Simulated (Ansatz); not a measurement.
The system is CdTe.

```xyz
2
Lattice="0.0000 3.2050 3.2050 3.2050 0.0000 3.2050 3.2050 3.2050 0.0000" Properties=species:S:1:pos:R:3 pbc="T T T"
Te    4.8075    4.8075    4.8075
Cd    0.0000    0.0000    0.0000
```

- Program: Ansatz 0.2.0
- Task: single point
- Functional: PBE
- Potentials or basis: Ansatz PAW
- Cutoff: 420 eV (not typed: the program's choice for these potentials)
- k mesh: 7 × 7 × 7
- Occupations: fermi-dirac, width 0.05 eV
- Spin: no spin polarisation

On this cell: pressure 4.2 GPa; largest force zero by symmetry; band gap on the k mesh 0.87 eV, direct.

The same run follows on a disturbed copy (atoms moved at random, drawn with an rms of 0.05 Å):

```
Te Cd
1.0
     0.00000    3.20500    3.20500
     3.20500    0.00000    3.20500
     3.20500    3.20500    0.00000
Te Cd
1 1
Cartesian
  4.7823 4.7885 4.7565
  -0.0187 -0.0085 0.0216
```

Task: What changes?

Result: The energy moves by +7.0 meV/atom; pressure 4.3 GPa; largest force 0.381 eV/Å; band gap on the k mesh 0.83 eV, direct.

Forces on the atoms (eV/Å):
```
Te   0.021  0.047  0.377
Cd  -0.021 -0.047 -0.377
```

Stress tensor (GPa, compression positive):
```
 4.38 -1.38 -0.18
-1.38  4.37 -0.09
-0.18 -0.09  4.26
```

Caveats: odd divisions of the mesh miss points on the zone boundary, where band edges often lie, so the gap on the mesh can be too wide; spin-orbit coupling is left out, which moves the levels of the heavy elements.

